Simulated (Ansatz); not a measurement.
# Tb: equation of state with LDA

Crystal: Tb.

```
Tb
1.0
     3.60100    0.00000    0.00000
    -1.80050    3.11856    0.00000
     0.00000    0.00000    5.69360
Tb
2
Direct
  0.66667 0.33333 0.75000
  0.33333 0.66667 0.25000
```

* Program: Ansatz 0.2.0
* Task: equation of state
* Functional: LDA
* Potentials or basis: all-electron LAPW, scalar-relativistic
* Basis error allowed: 0.001 eV/atom
* k mesh: 9 × 9 × 5
* Occupations: fermi-dirac, width 0.05 eV
* Spin: collinear spin, ferromagnetic start
* Starting moments: [6.0, 6.0] μB

The equilibrium volume is outside the volumes run.

Energy against volume, from the lowest point:
```csv
volume (Å³/atom),energy (meV/atom)
30.051,0.00
30.691,15.02
31.330,31.91
31.969,50.46
32.609,70.48
33.248,91.79
33.888,114.23
```

All runs of the series together: 4.8 min on 2 threads of Arm Neoverse V1 (shared host).

 The state reached can hang on the start; a lower one may exist.
